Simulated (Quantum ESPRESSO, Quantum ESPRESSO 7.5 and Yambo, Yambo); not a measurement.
## A GW chain in Yambo: CdS (Hawleyite)

Aim: the G0W0 gap of CdS (Hawleyite) on PBE, step by step.

Main program and level: Quantum ESPRESSO 7.5 and Yambo 5.3.0; PBE and many-body steps on it, plane waves.

**The experiments to reproduce.**

- Gap 2.42 eV: optical gap from inflexion point of photoacoustic spectrum, as-grown film; photoacoustic spectroscopy; film (as-grown chemical bath deposited film, about 0.25 um thick, deposited at 80 C) (“Study of the band--gap shift in CdS films: Influence of thermal annealing in different atmospheres”, 1995, arxiv:cond-mat/9501125).

## Step 1: The starting structure

The structure is cubic, space group F-43m (No. 216). Conventional cell: a = 5.916 Å, b = 5.916 Å, c = 5.916 Å, α = 90.00°, β = 90.00°, γ = 90.00°. Nearest to Cd lie 4 S at 2.56 Å. S has 4 Cd at 2.56 Å nearest. Farther neighbours and most contacts between anions are not listed.

As a file:

```cif
data_structure
_symmetry_space_group_name_H-M 'F-43m'
_symmetry_Int_Tables_number 216
_cell_length_a 5.9164
_cell_length_b 5.9164
_cell_length_c 5.9164
_cell_angle_alpha 90.000
_cell_angle_beta 90.000
_cell_angle_gamma 90.000
_cell_volume 207.10
loop_
_atom_site_label
_atom_site_type_symbol
_atom_site_symmetry_multiplicity
_atom_site_Wyckoff_symbol
_atom_site_fract_x
_atom_site_fract_y
_atom_site_fract_z
_atom_site_occupancy
Cd1 Cd 4 a 0.00000 0.00000 0.00000 1
S1 S 4 d 0.25000 0.25000 0.75000 1
```

The cell and positions come from the Crystallography Open Database and are kept as given unless a step says otherwise.

## Step 2: Ground state

This step: Quantum ESPRESSO 7.5; DFT, PBE, plane waves, norm-conserving pseudopotentials.

The ground-state density comes first.

The input, pw.in:

```
&control
  calculation = 'scf'
  prefix = 'x'
  outdir = 'o'
  pseudo_dir = 'pseudo'
/
&system
  ibrav = 0
  nat = 2
  ntyp = 2
  ecutwfc = 94.0
  nbnd = 18
  force_symmorphic = .true.
/
&electrons
  conv_thr = 1e-10
  electron_maxstep = 80
  mixing_beta = 0.5
/
ATOMIC_SPECIES
  Cd 112.41 Cd.upf
  S 32.06 S.upf
CELL_PARAMETERS angstrom
  0.0000000000 2.9582000000 2.9582000000
  2.9582000000 0.0000000000 2.9582000000
  2.9582000000 2.9582000000 -0.0000000000
ATOMIC_POSITIONS crystal
  Cd 0.0000000000 0.0000000000 0.0000000000
  S 0.2500000000 0.2500000000 0.2500000000
K_POINTS automatic
  6 6 6 0 0 0
```

Run with:

```sh
$ OMP_NUM_THREADS=1 mpirun -n 4 pw.x -nk 4 -in pw.in > pw.out
```

Output:

```text
Program PWSCF v.7.5 starts

     This program is part of the open-source Quantum ESPRESSO suite
     for quantum simulation of materials; please cite
         "P. Giannozzi et al., J. Phys.:Condens. Matter 21 395502 (2009);
         "P. Giannozzi et al., J. Phys.:Condens. Matter 29 465901 (2017);
         "P. Giannozzi et al., J. Chem. Phys. 152 154105 (2020);
     in publications or presentations arising from this work. More details at
     Message from routine setup:
     using ibrav=0 with symmetry is DISCOURAGED, use correct ibrav instead

     G-vector sticks info

     bravais-lattice index     =            0
     lattice parameter (alat)  =       7.9057  a.u.
     unit-cell volume          =     349.3890 (a.u.)^3
     number of atoms/cell      =            2
     number of atomic types    =            2
     number of electrons       =        26.00
     number of Kohn-Sham states=           18
     kinetic-energy cutoff     =      94.0000  Ry
     charge density cutoff     =     376.0000  Ry
     scf convergence threshold =      1.0E-10
     mixing beta               =       0.5000
     number of iterations used =            8  plain     mixing
     Exchange-correlation= PBE
                           (   1   4   3   4   0   0   0)

     celldm(1)=   7.905719  celldm(2)=   0.000000  celldm(3)=   0.000000
     celldm(4)=   0.000000  celldm(5)=   0.000000  celldm(6)=   0.000000

     crystal axes: (cart. coord. in units of alat)
               a(1) = (   0.000000   0.707107   0.707107 )
               a(2) = (   0.707107   0.000000   0.707107 )
               a(3) = (   0.707107   0.707107  -0.000000 )

     reciprocal axes: (cart. coord. in units 2 pi/alat)
               b(1) = ( -0.707107  0.707107  0.707107 )
               b(2) = (  0.707107 -0.707107  0.707107 )
               b(3) = (  0.707107  0.707107 -0.707107 )
     Pseudo is Norm-conserving + core correction, Zval = 20.0
     Generated using ONCVPSP code by D. R. Hamann
     Using radial grid of 1368 points,  6 beta functions with:
     Pseudo is Norm-conserving + core correction, Zval =  6.0
     Generated using ONCVPSP code by D. R. Hamann
     Using radial grid of 1146 points,  6 beta functions with:
     Cd               20.00   112.41000     Cd( 1.00)
     S                 6.00    32.06000     S ( 1.00)

     24 Sym. Ops. (no inversion) found

   Cartesian axes

     site n.     atom                  positions (alat units)
         1        Cd     tau(   1) = (   0.0000000   0.0000000   0.0000000  )
         2        S      tau(   2) = (   0.3535534   0.3535534   0.3535534  )

     number of k points=    16
                       cart. coord. in units 2pi/alat
        k(    1) = (   0.0000000   0.0000000   0.0000000), wk =   0.0092593
        k(    2) = (   0.1178511   0.1178511  -0.1178511), wk =   0.0740741
        k(    3) = (   0.2357023   0.2357023  -0.2357023), wk =   0.0740741
        k(    4) = (  -0.3535534  -0.3535534   0.3535534), wk =   0.0370370
        k(    5) = (   0.2357023   0.0000000  -0.0000000), wk =   0.0555556
        k(    6) = (   0.3535534   0.1178511  -0.1178511), wk =   0.2222222
        k(    7) = (  -0.2357023  -0.4714045   0.4714045), wk =   0.2222222
        k(    8) = (  -0.1178511  -0.3535534   0.3535534), wk =   0.2222222
        k(    9) = (   0.0000000  -0.2357023   0.2357023), wk =   0.1111111
        k(   10) = (   0.4714045   0.0000000  -0.0000000), wk =   0.0555556
     [... 4 further rows ...]
        k(   15) = (  -0.1178511  -0.3535534   0.5892557), wk =   0.2222222
        k(   16) = (  -0.7071068   0.2357023   0.0000000), wk =   0.1111111

     Dense  grid:    43143 G-vectors     FFT dimensions: (  50,  50,  50)

     Initial potential from superposition of free atoms

     starting charge      25.9997, renormalised to      26.0000
     Starting wfcs are   14 randomized atomic wfcs +    4 random wfcs

     per-process dynamical memory:    36.3 Mb

     Self-consistent Calculation

     iteration #  1     ecut=    94.00 Ry     beta= 0.50

     Threshold (ethr) on eigenvalues was too large:
     Diagonalizing with lowered threshold

     total energy              =    -372.79998326 Ry
     estimated scf accuracy    <       0.12849053 Ry

     iteration #  2     ecut=    94.00 Ry     beta= 0.50

     total energy              =    -372.83339659 Ry
     estimated scf accuracy    <       0.01302256 Ry

     iteration #  3     ecut=    94.00 Ry     beta= 0.50

     total energy              =    -372.83541375 Ry
     estimated scf accuracy    <       0.00122559 Ry

     iteration #  4     ecut=    94.00 Ry     beta= 0.50

     total energy              =    -372.83551233 Ry
     estimated scf accuracy    <       0.00004086 Ry

     iteration #  5     ecut=    94.00 Ry     beta= 0.50

     total energy              =    -372.83552140 Ry
     estimated scf accuracy    <       0.00000232 Ry

     iteration #  6     ecut=    94.00 Ry     beta= 0.50

     total energy              =    -372.83552203 Ry
     estimated scf accuracy    <       0.00000023 Ry

     iteration #  7     ecut=    94.00 Ry     beta= 0.50

     total energy              =    -372.83552209 Ry
     estimated scf accuracy    <       0.00000014 Ry

     iteration #  8     ecut=    94.00 Ry     beta= 0.50

     total energy              =    -372.83552213 Ry
     estimated scf accuracy    <       0.00000002 Ry

     iteration #  9     ecut=    94.00 Ry     beta= 0.50

     total energy              =    -372.83552213 Ry
     estimated scf accuracy    <          1.3E-10 Ry

     iteration # 10     ecut=    94.00 Ry     beta= 0.50

     End of self-consistent calculation

          k = 0.0000 0.0000 0.0000 (  5329 PWs)   bands (ev):

   -94.8934 -55.9564 -55.9564 -55.9564  -5.7204  -1.1873  -1.1873  -1.1873
    -0.7644  -0.7644   6.3926   6.3926   6.3926   7.4443  12.9289  12.9289
    12.9289  17.7126

          k = 0.1179 0.1179-0.1179 (  5354 PWs)   bands (ev):

   -94.8935 -55.9566 -55.9565 -55.9565  -5.6235  -1.1537  -1.1537  -1.0916
    -0.7649  -0.7649   4.9331   6.2045   6.2045   8.6016  12.5680  13.2277
    13.2277  16.9742

          k = 0.2357 0.2357-0.2357 (  5375 PWs)   bands (ev):

   -94.8935 -55.9569 -55.9566 -55.9566  -5.4289  -1.0990  -1.0990  -0.7522
    -0.7495  -0.7495   3.1521   5.8614   5.8614   9.2892  13.0207  13.4516
    13.4516  17.3475

          k =-0.3536-0.3536 0.3536 (  5396 PWs)   bands (ev):

     [... further k-points ...]

     highest occupied, lowest unoccupied level (ev):     6.3926    7.4443

!    total energy              =    -372.83552213 Ry
     estimated scf accuracy    <          5.8E-11 Ry

     The total energy is the sum of the following terms:
     one-electron contribution =    -254.22930243 Ry
     hartree contribution      =     132.21584745 Ry
     xc contribution           =     -54.81215059 Ry
     ewald contribution        =    -196.00991657 Ry

     convergence has been achieved in  10 iterations

     XML data file, charge density, pseudopotentials, collected wavefunctions

=------------------------------------------------------------------------------=
   JOB DONE.
=------------------------------------------------------------------------------=
```

Run time: 9.7 s. Hardware: 4 MPI ranks of Arm Neoverse V1, shared host; peak memory 0.32 GiB.

Numbers from this step:

```
total energy               : -5072.6857 eV
gap                        : 1.052 eV
k of the valence top       : 0, 0, 0
k of the conduction bottom : 0, 0, 0
least direct gap           : 1.052 eV
```

The gap is direct, at Γ.

## Step 3: Bands along the symmetry lines

Levels along a band path, at the cheap level, show where the edges lie and whether the meshes to come will hold them.

The input, pw.in:

```
&control
  calculation = 'bands'
  prefix = 'x'
  outdir = 'o'
  pseudo_dir = 'pseudo'
/
&system
  ibrav = 0
  nat = 2
  ntyp = 2
  ecutwfc = 94.0
  nbnd = 19
  force_symmorphic = .true.
/
&electrons
  conv_thr = 1e-9
  electron_maxstep = 80
  diago_full_acc = .true.
  diago_thr_init = 5e-6
/
ATOMIC_SPECIES
  Cd 112.41 Cd.upf
  S 32.06 S.upf
CELL_PARAMETERS angstrom
  0.0000000000 2.9582000000 2.9582000000
  2.9582000000 0.0000000000 2.9582000000
  2.9582000000 2.9582000000 -0.0000000000
ATOMIC_POSITIONS crystal
  Cd 0.0000000000 0.0000000000 0.0000000000
  S 0.2500000000 0.2500000000 0.2500000000
K_POINTS crystal
  50
  0.00000000 0.00000000 0.00000000 1
  -0.06250000 -0.06250000 0.00000000 1
  -0.12500000 -0.12500000 0.00000000 1
  -0.18750000 -0.18750000 0.00000000 1
  -0.25000000 -0.25000000 0.00000000 1
  -0.31250000 -0.31250000 0.00000000 1
  -0.37500000 -0.37500000 0.00000000 1
  -0.43750000 -0.43750000 0.00000000 1
  -0.50000000 -0.50000000 0.00000000 1
  -0.48437500 -0.48437500 0.03125000 1
  -0.46875000 -0.46875000 0.06250000 1
  -0.45312500 -0.45312500 0.09375000 1
  -0.43750000 -0.43750000 0.12500000 1
  -0.42187500 -0.42187500 0.15625000 1
  -0.40625000 -0.40625000 0.18750000 1
  -0.39062500 -0.39062500 0.21875000 1
  -0.37500000 -0.37500000 0.25000000 1
  -0.37500000 0.00000000 0.37500000 1
  -0.32812500 0.00000000 0.32812500 1
  -0.28125000 0.00000000 0.28125000 1
  -0.23437500 0.00000000 0.23437500 1
  -0.18750000 0.00000000 0.18750000 1
  -0.14062500 0.00000000 0.14062500 1
  -0.09375000 0.00000000 0.09375000 1
  -0.04687500 0.00000000 0.04687500 1
  0.00000000 0.00000000 0.00000000 1
  0.00000000 0.00000000 0.06250000 1
  0.00000000 0.00000000 0.12500000 1
  0.00000000 0.00000000 0.18750000 1
  0.00000000 0.00000000 0.25000000 1
  0.00000000 0.00000000 0.31250000 1
  0.00000000 0.00000000 0.37500000 1
  0.00000000 0.00000000 0.43750000 1
  -0.00000000 -0.00000000 0.50000000 1
  -0.06250000 -0.03125000 0.46875000 1
  -0.12500000 -0.06250000 0.43750000 1
  -0.18750000 -0.09375000 0.40625000 1
  -0.25000000 -0.12500000 0.37500000 1
  -0.31250000 -0.15625000 0.34375000 1
  -0.37500000 -0.18750000 0.31250000 1
  -0.43750000 -0.21875000 0.28125000 1
  -0.50000000 -0.25000000 0.25000000 1
  -0.50000000 -0.28125000 0.21875000 1
  -0.50000000 -0.31250000 0.18750000 1
  -0.50000000 -0.34375000 0.15625000 1
  -0.50000000 -0.37500000 0.12500000 1
  -0.50000000 -0.40625000 0.09375000 1
  -0.50000000 -0.43750000 0.06250000 1
  -0.50000000 -0.46875000 0.03125000 1
  -0.50000000 -0.50000000 0.00000000 1
```

Output:

```text
[banner, memory and clock lines left out]
Program PWSCF v.7.5 starts

     Atomic positions and unit cell read from directory:
     o/x.save/

     Message from routine setup:
     using ibrav=0 with symmetry is DISCOURAGED, use correct ibrav instead

     G-vector sticks info

     bravais-lattice index     =            0
     lattice parameter (alat)  =       7.9057  a.u.
     unit-cell volume          =     349.3890 (a.u.)^3
     number of atoms/cell      =            2
     number of atomic types    =            2
     number of electrons       =        26.00
     number of Kohn-Sham states=           19
     kinetic-energy cutoff     =      94.0000  Ry
     charge density cutoff     =     376.0000  Ry
     Exchange-correlation= PBE
                           (   1   4   3   4   0   0   0)

     celldm(1)=   7.905719  celldm(2)=   0.000000  celldm(3)=   0.000000
     celldm(4)=   0.000000  celldm(5)=   0.000000  celldm(6)=   0.000000

     crystal axes: (cart. coord. in units of alat)
               a(1) = (   0.000000   0.707107   0.707107 )
               a(2) = (   0.707107   0.000000   0.707107 )
               a(3) = (   0.707107   0.707107  -0.000000 )

     reciprocal axes: (cart. coord. in units 2 pi/alat)
               b(1) = ( -0.707107  0.707107  0.707107 )
               b(2) = (  0.707107 -0.707107  0.707107 )
               b(3) = (  0.707107  0.707107 -0.707107 )
     Pseudo is Norm-conserving + core correction, Zval = 20.0
     Generated using ONCVPSP code by D. R. Hamann
     Using radial grid of 1368 points,  6 beta functions with:
     Pseudo is Norm-conserving + core correction, Zval =  6.0
     Generated using ONCVPSP code by D. R. Hamann
     Using radial grid of 1146 points,  6 beta functions with:
     Cd               20.00   112.41000     Cd( 1.00)
     S                 6.00    32.06000     S ( 1.00)

     24 Sym. Ops. (no inversion) found

   Cartesian axes

     site n.     atom                  positions (alat units)
         1        Cd     tau(   1) = (   0.0000000   0.0000000   0.0000000  )
         2        S      tau(   2) = (   0.3535534   0.3535534   0.3535534  )

     number of k points=    50
                       cart. coord. in units 2pi/alat
        k(    1) = (   0.0000000   0.0000000   0.0000000), wk =   0.0400000
        k(    2) = (   0.0000000   0.0000000  -0.0883883), wk =   0.0400000
        k(    3) = (   0.0000000   0.0000000  -0.1767767), wk =   0.0400000
[...]
[... 38 further rows ...]
        k(   49) = (   0.0441942  -0.0000000  -0.7071068), wk =   0.0400000
        k(   50) = (   0.0000000   0.0000000  -0.7071068), wk =   0.0400000

     Dense  grid:    43143 G-vectors     FFT dimensions: (  50,  50,  50)

     The potential is recalculated from file :
     o/x.save/charge-density

     Starting wfcs are   14 randomized atomic wfcs +    5 random wfcs

     Band Structure Calculation

     End of band structure calculation

          k = 0.0000 0.0000 0.0000 (  5329 PWs)   bands (ev):

   -94.8936 -55.9566 -55.9566 -55.9566  -5.7203  -1.1874  -1.1874  -1.1874
    -0.7645  -0.7645   6.3926   6.3926   6.3926   7.4443  12.9289  12.9289
    12.9289  17.6060  17.7127

          k = 0.0000 0.0000-0.0884 (  5381 PWs)   bands (ev):

   -94.8936 -55.9566 -55.9566 -55.9566  -5.7007  -1.1773  -1.1773  -1.1768
[...]
13.0388  17.1572  17.7356

          k = 0.0000 0.0000-0.1768 (  5373 PWs)   bands (ev):

[...]
13.3516  16.1879  17.8027

          k = 0.0000-0.0000-0.2652 (  5365 PWs)   bands (ev):

[...]
k = 0.0000 0.0000-0.3536 (  5353 PWs)   bands (ev):

[...]
k =-0.0000 0.0000-0.4419 (  5393 PWs)   bands (ev):

[...]
k = 0.0000-0.0000-0.5303 (  5398 PWs)   bands (ev):

[...]
k = 0.0000-0.0000-0.6187 (  5394 PWs)   bands (ev):

[...]
k = 0.0000 0.0000 0.0000 (  5329 PWs)   bands (ev):

[...]
k = 0.2652 0.0000-0.7071 (  5368 PWs)   bands (ev):

[...]
k = 0.0884-0.0000-0.7071 (  5394 PWs)   bands (ev):

[...]
k = 0.0442-0.0000-0.7071 (  5398 PWs)   bands (ev):

[...]
16.7303  16.9219  18.5829

          k = 0.0000 0.0000-0.7071 (  5410 PWs)   bands (ev):

   -94.8937 -55.9571 -55.9569 -55.9569  -5.2122  -0.9875  -0.8790  -0.8790
    -0.6882  -0.3594   2.6294   4.6610   4.6610  10.0198  10.6859  15.4185
    16.9108  16.9108  18.4880

     XML data file, pseudopotentials, collected wavefunctions
```

The job ended after 8.7 s (4 MPI ranks; peak memory 0.25 GiB; 35 s of CPU time).

This step gave:

- gap: 1.052 eV
- k of the valence top: 0, 0, 0
- k of the conduction bottom: 0, 0, 0
- least direct gap: 1.052 eV

The gap is 1.052 eV, as in the run before at this level.

The electronic bands at the labelled points (eV, zero at the top of the highest filled band):

```tsv
point	band 10	band 11	band 12	band 13	band 14	band 15	band 16	band 17
Γ	-7.16	0.00	0.00	0.00	1.05	6.54	6.54	6.54
halfway	-7.12	-2.25	-0.94	-0.94	3.49	4.84	8.04	8.04
X	-6.75	-3.76	-1.73	-1.73	3.63	4.29	9.03	10.52
halfway	-6.70	-3.75	-1.98	-1.65	3.90	4.58	8.80	9.86
U	-6.64	-3.73	-2.34	-1.41	4.23	5.35	8.38	8.92
jump to K	-6.64	-3.73	-2.34	-1.41	4.23	5.35	8.38	8.92
halfway	-7.10	-2.65	-1.26	-0.39	3.47	6.06	6.76	7.24
Γ	-7.16	0.00	0.00	0.00	1.05	6.54	6.54	6.54
halfway	-7.15	-2.39	-0.36	-0.36	2.69	6.23	7.02	7.02
L	-6.81	-4.14	-0.69	-0.69	2.95	6.99	6.99	7.33
halfway	-6.71	-3.88	-1.80	-1.12	4.25	5.83	7.13	8.26
W	-6.59	-3.70	-2.08	-2.04	5.24	5.44	7.14	8.04
halfway	-6.67	-3.73	-1.91	-1.89	4.30	4.72	8.57	8.81
X	-6.75	-3.76	-1.73	-1.73	3.63	4.29	9.03	10.52
```

(Part 1 of 2 ends here.)

[Paths, hosts, dates, memory and timing lines, banners, echoed tables and standing remarks are left out of the program output.]

[Logs are printed without paths, hosts, clocks, repeated set-up lines and the standing remarks that a program may print on its own settings, such as how far it seeks lower states.]

[Runs of the session that timed out or met a known fault of the program may be left out.]

[Hosts, paths, dates, database ids (printed as entryN), source tags and the programs' standing remarks are cut or masked in the printed files.]
